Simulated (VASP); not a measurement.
SiSe2:

```
CELL_PARAMETERS angstrom
-3.11202 5.01022 2.93545
3.11202 -5.01022 2.93545
3.11202 5.01022 -2.93545
ATOMIC_POSITIONS crystal
Si 0.75000 0.75000 0.00000
Si 0.25000 0.25000 0.00000
Se 0.12065 0.20322 0.32387
Se 0.87935 0.79678 0.67613
Se 0.37935 0.70322 0.08257
Se 0.62065 0.29678 0.91743
```

The cell is a database's computed one.

```yaml
Program: VASP 6.6.1
Task: relaxation of cell and atoms
Functional: PBE
Potentials_or_basis: VASP PAW PBE potentials, release 64 (Si, Se)
Cutoff: 600 eV
k_mesh: 6 × 6 × 6
Occupations: gaussian, width 0.03 eV
Spin: no spin polarisation
```

At the start: pressure 1.7 GPa; volume 30.51 Å³/atom.

How do energy, volume and symmetry change on relaxing?

Over 24 steps the energy falls by 10.9 meV/atom and the volume is 36.25 Å³/atom (+18.8 %); space group Ibam (No. 72, to 0.05 Å).

The path:
| step | energy change (eV) | largest force (eV/Å) | pressure (GPa) | volume (Å³) |
| --- | --- | --- | --- | --- |
| 1 | 0.0000 | 0.3290 | 1.70 | 183.08 |
| 2 | 0.0022 | 0.5229 | -1.35 | 191.77 |
| 3 | -0.0265 | 0.1048 | 0.13 | 187.24 |
| 4 | -0.0290 | 0.0975 | 0.12 | 188.04 |
| 5 | -0.0356 | 0.0724 | 0.09 | 190.47 |
| 6 | -0.0452 | 0.0190 | 0.07 | 195.37 |
| 7 | -0.0510 | 0.1075 | 0.10 | 205.40 |
| 8 | -0.0532 | 0.0857 | 0.05 | 206.43 |
| 9 | -0.0584 | 0.0238 | -0.08 | 209.52 |
| 10 | -0.0626 | 0.0979 | -0.33 | 215.76 |
| 11 | -0.0652 | 0.0166 | -0.01 | 216.42 |
| 12 | -0.0652 | 0.0101 | 0.03 | 216.50 |
| 13 | -0.0652 | 0.0097 | 0.04 | 216.52 |
| 14 | -0.0652 | 0.0100 | 0.05 | 216.55 |
| 15 | -0.0653 | 0.0144 | 0.00 | 216.77 |
| 16 | -0.0653 | 0.0239 | -0.03 | 216.93 |
| 17 | -0.0653 | 0.0189 | -0.02 | 216.86 |
| 18 | -0.0654 | 0.0144 | -0.02 | 216.91 |
| 19 | -0.0655 | 0.0046 | 0.00 | 217.07 |
| 20 | -0.0655 | 0.0043 | 0.01 | 217.11 |
| 21 | -0.0656 | 0.0085 | 0.05 | 217.22 |
| 22 | -0.0656 | 0.0032 | 0.03 | 217.38 |
| 23 | -0.0656 | 0.0111 | 0.00 | 217.53 |
| 24 | -0.0656 | 0.0088 | 0.01 | 217.50 |

Final structure:
```xyz
6
Lattice="-3.3154 5.5300 2.9657 3.3154 -5.5300 2.9657 3.3154 5.5300 -2.9657" Properties=species:S:1:pos:R:3 pbc="T T T"
Si    0.0000    0.0000    4.4486
Si    0.0000    0.0000    1.4829
Se    1.2544    1.2383    0.0000
Se    2.0611    4.2917    2.9657
Se    1.2544   -1.2383    2.9657
Se    2.0611    6.7683    0.0000
```

Caveat: the volume moved by over 15 % at a fixed basis, so the end points are rough.
